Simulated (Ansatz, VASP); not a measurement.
**PtS2: VASP beside Ansatz**

File INCAR:

```
SYSTEM = PtS2
PREC     = Accurate       ! precision mode
ENCUT    = 600            ! plane-wave cutoff, eV
EDIFF    = 1E-6           ! SCF threshold, eV
ISMEAR   = 0              ! smearing method
SIGMA    = 0.02           ! smearing width, eV
LREAL    = .FALSE.        ! projectors in reciprocal space
LASPH    = .TRUE.         ! aspherical terms in the spheres
NELM     = 60             ! most SCF steps
ALGO     = Fast           ! electronic algorithm
ISIF     = 3              ! what is computed and relaxed
LWAVE    = .FALSE.        ! write WAVECAR
LCHARG   = .FALSE.        ! write CHGCAR
GGA      = PE             ! functional
IVDW     = 12             ! dispersion correction
IBRION   = 2              ! ionic algorithm
NSW      = 100            ! ionic steps
EDIFFG   = -0.01          ! ionic threshold
```

File KPOINTS:

```
regular mesh
0
G
  9 9 9
  0 0 0
```

Contents of POSCAR:

```
PtS2
1.0
    1.7714538046      1.0227493310      5.3609868421
   -1.7714538046      1.0227493310      5.3609868421
    0.0000000000     -2.0454986619      5.3609868421
Pt S
1 2
Direct
    0.0000000000      0.0000000000      0.0000000000
    0.7435715899      0.7435715899      0.7435715899
    0.2564284101      0.2564284101      0.2564284101
```

Input for Ansatz:

```yaml
crystal:
  lattice:
    - [1.7714538046, 1.022749331, 5.3609868421]
    - [-1.7714538046, 1.022749331, 5.3609868421]
    - [0.0, -2.0454986619, 5.3609868421]
  atoms:
    - { symbol: Pt, position: [0.0, 0.0, 0.0] }
    - { symbol: S, position: [0.7435715899, 0.7435715899, 0.7435715899] }
    - { symbol: S, position: [0.2564284101, 0.2564284101, 0.2564284101] }
basis:
  ecutwfc: 420
kpoints:
  mp_grid: { grid: [9, 9, 9] }
hamiltonian:
  xc: pbe
  dispersion: d3bj
scf:
  occupations: { method: gaussian, width: 0.02 }
output:
  forces: true
  stress: true
  eigenvalues: true
  write_density: true
  write_potential: true
  elf: true
  volumetric_format: npy
relax:
  adjacent_minimum: "off"
  f_tol: 0.01
  max_steps: 80
  cell: { stress_tol: 0.05 }
```

Alike in both runs: task relaxation of cell and atoms; functional PBE; dispersion D3(BJ); k mesh 9 × 9 × 9; occupations gaussian, width 0.02 eV; no spin polarisation.

|  | VASP | Ansatz |
| --- | --- | --- |
| version | VASP 6.6.1 | Ansatz 0.2.0 |
| potentials or method | VASP PAW PBE potentials, release 64 (Pt, S) | scalar-relativistic, plane waves, PAW |
| plane-wave cutoff (eV) | 600 | 420 |
| valence electrons in the cell | 22 | 30 |

Ansatz gave:

- gap on the k mesh at the Fermi level, each at its own relaxed structure (eV): 0.88
- relaxed volume (Å³/atom): 19.34
- relaxed cell length with the largest relative difference (Å): 5.715

Task: Which values does VASP return?

Result: gap on the k mesh at the Fermi level, each at its own relaxed structure (eV): 0.89; relaxed volume (Å³/atom): 19.32; relaxed cell length with the largest relative difference (Å): 5.716.

The two sets of potentials don't hold the same shells in valence.

Caveats: spin-orbit coupling is left out, which moves the levels of the heavy elements; an odd mesh through Γ misses points on the zone boundary, where band edges often lie. A hybrid or GW would open this gap; PBE tends to underestimate it.
